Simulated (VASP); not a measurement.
Runs of VASP 6.6.1 on Au. Symmetry: Fm-3m, No. 225, cubic system. Conventional cell: a = 4.070 Å, b = 4.070 Å, c = 4.070 Å, α = 90.00°, β = 90.00°, γ = 90.00°. Around Au (site symmetry m-3m) lie 12 Au at 2.88 Å. 

```tsv
task	level	cell	cutoff (eV)	gap on the mesh (eV)	pressure (GPa)	relaxed volume (Å³/atom)
band structure	RPBE	as given	520	-	14.6	-
relaxation of cell and atoms	PW91	relaxed	600	none	0.0	18.06
relaxation of cell and atoms	BLYP	relaxed	600	none	0.0	(a)
band structure	PW91	as given	520	-	(b)	-
band structure	revPBE	as given	520	-	13.5	-
```

Alike in all rows: potentials or basis VASP PAW PBE potentials, release 64 (Au); no spin polarisation; k mesh 11 × 11 × 11; smearing fermi-dirac 0.05 eV.

Problem. Fill in the values left out.

Solution. (a) 19.49; (b) 11.9.

Caveats: the PAW data sets were made with another functional, which shifts forces and pressure a little; spin-orbit coupling is left out, which moves the levels of the heavy elements (some runs); the volume moved by over 15 % at a fixed basis, so the end points are rough (some runs); the volume moved by +16 % from the deposited cell, more than functionals usually miss (some runs).

A k mesh can miss the band edges, and the runs leave out spin-orbit coupling on Au.

A gap of «none» marks a metal or a gap under the smearing width.

Runs at the PBE level aren't shown here.
